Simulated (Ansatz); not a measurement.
# Al4N5: the cost of one run

Program: Ansatz 0.2.0. Level of theory: DFT PBE+D3(BJ), scalar-relativistic, plane waves, PAW. These are calculated values, not measurements.

5 further runs of the same task are left out: 5 set aside as unsound or not needed.

**1. The system as given**

It takes space group P6_3mc (No. 186, hexagonal). The conventional cell has a = 3.109 Å, b = 3.109 Å, c = 4.978 Å, α = 90.00°, β = 90.00°, γ = 120.00°. Al (site symmetry 3m) has 4 N at 1.89 to 1.90 Å as nearest neighbours. Around N (site symmetry 3m) lie 4 Al at 1.89 to 1.90 Å.

As a file:

```xyz
4
Lattice="3.1089 0.0000 0.0000 -1.5545 2.6924 0.0000 0.0000 0.0000 4.9778" Properties=species:S:1:pos:R:3 pbc="T T T"
Al    0.0000    1.7949    0.0077
Al    1.5545    0.8975    2.4966
N     0.0000    1.7949    1.9087
N     1.5545    0.8975    4.3976
```

This cell was relaxed beforehand with the same method: volume 10.42 Å³/atom, gap on the mesh 4.22 eV.

**2. Setting up the map**

Atoms count from 1 in the order of the input.

N2 is moved over the surface cell at a fixed height above a rigid substrate; the origin of the map has the adsorbate above N15; the height is held at 3.40 Å.

First coordinate, position of N17 along the first surface vector, from above N15: 4 values from 0.00 to 0.75, periodic. Second coordinate, position of N17 along the second surface vector, from above N15: 4 values from 0.00 to 0.75, periodic.

Nothing else is relaxed. Points are written as (first, second).

The two vectors of the plane (Å): (3.109, 0.000, 0.000); (0.000, 4.978, 0.000).

**3. Grid point (0/4, 0/4) of the map's two axes**

The cell repeats along c, and a dipole correction in the vacuum removes the field between the copies.

File input.yaml:

```yaml
crystal:
  lattice:
    - [6.2178777932, 0.0, 0.0]
    - [0.0, 4.9778062151, 0.0]
    - [0.0, 0.0, 22.0612415661]
  atoms:
    - { symbol: Al, position: [0.0, 0.9984444684, 0.1813134582] }
    - { symbol: Al, position: [0.5, 0.9984444684, 0.1813134582] }
    - { symbol: "N", position: [0.0, 0.6165555316, 0.1813134582] }
    - { symbol: "N", position: [0.5, 0.6165555316, 0.1813134582] }
    - { symbol: Al, position: [0.25, 0.4984444684, 0.2219944576] }
    - { symbol: Al, position: [0.75, 0.4984444684, 0.2219944576] }
    - { symbol: "N", position: [0.25, 0.1165555316, 0.2219944576] }
    - { symbol: "N", position: [0.75, 0.1165555316, 0.2219944576] }
    - { symbol: Al, position: [0.25, 0.9927115344, 0.3083994001] }
    - { symbol: Al, position: [0.75, 0.9927115344, 0.3083994001] }
    - { symbol: "N", position: [0.25, 0.6144481599, 0.3071137031] }
    - { symbol: "N", position: [0.75, 0.6144481599, 0.3071137031] }
    - { symbol: Al, position: [0.0, 0.4640676885, 0.33403082] }
    - { symbol: Al, position: [0.5, 0.4640676885, 0.33403082] }
    - { symbol: "N", position: [0.0, 0.1109285761, 0.3427387141] }
    - { symbol: "N", position: [0.5, 0.1109285761, 0.3427387141] }
    - { symbol: "N", position: [0.0, 0.1109285761, 0.4968551536] }
    - { symbol: "N", position: [0.0, 0.1109285761, 0.5467163546] }
basis:
  ecutwfc: 420
kpoints:
  mp_grid: { grid: [5, 6, 1] }
hamiltonian:
  xc: pbe
  pseudopotentials: { kind: paw, azcp: { folder: soft_1 } }
  dispersion: d3bj
scf:
  occupations: { method: gaussian, width: 0.05 }
output:
  forces: true
  eigenvalues: true
efield:
  axis: 3
  dipole_correction: true
  ramp_width: 0.04
```

Started as:

```bash
> ansatz run input.yaml --threads 1 --pin off --max-ram 3072MiB --backend cpu --events-out ev --progress --plain --runs-dir out
```

What time and memory should one allow on 1 thread of Arm Neoverse N1, shared host?

About 2.2 min, with a peak of 0.79 GiB.
